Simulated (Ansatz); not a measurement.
The system is BAs.

```
As B
1.0
     0.00000    2.38850    2.38850
     2.38850    0.00000    2.38850
     2.38850    2.38850    0.00000
As B
1 1
Cartesian
  3.5827 3.5827 3.5827
  0.0000 0.0000 0.0000
```

Program: Ansatz 0.2.0. Alike in all runs: potentials or basis Ansatz PAW; cell as given.

Order these runs on this cell by their band gap on the k mesh, lowest first.
A. level r2SCAN0; spin SOC, no magnetisation; k mesh 5 × 5 × 5; cutoff (eV) 500; smearing fermi-dirac 0.05 eV; mesh quality coarse
B. level HSE03; spin off; k mesh 6 × 6 × 6; cutoff (eV) 420; smearing fermi-dirac 0.05 eV; points for each segment of the path 4; mesh quality not flagged
C. level revPBE+D3(BJ); spin SOC, no magnetisation; k mesh 10 × 10 × 10; cutoff (eV) 420; smearing gaussian 0.025 eV; mesh quality not flagged
D. level r2SCAN0; spin off; k mesh 6 × 6 × 6; cutoff (eV) 500; smearing fermi-dirac 0.05 eV; points for each segment of the path 4; mesh quality not flagged
E. level HF; spin off; k mesh 5 × 5 × 5; cutoff (eV) 420; smearing fermi-dirac 0.05 eV; points for each segment of the path 4; mesh quality coarse

C (1.14 eV), B (1.77 eV), A (2.54 eV), D (2.70 eV), E (7.35 eV).

Caveats: some runs use coarse meshes; the k mesh misses the band edges, so the gap on the mesh is wider than the one along the path (some runs); odd divisions of the mesh miss points on the zone boundary, where band edges often lie, so the gap on the mesh can be too wide (some runs).

Not every run made on this cell is shown here.
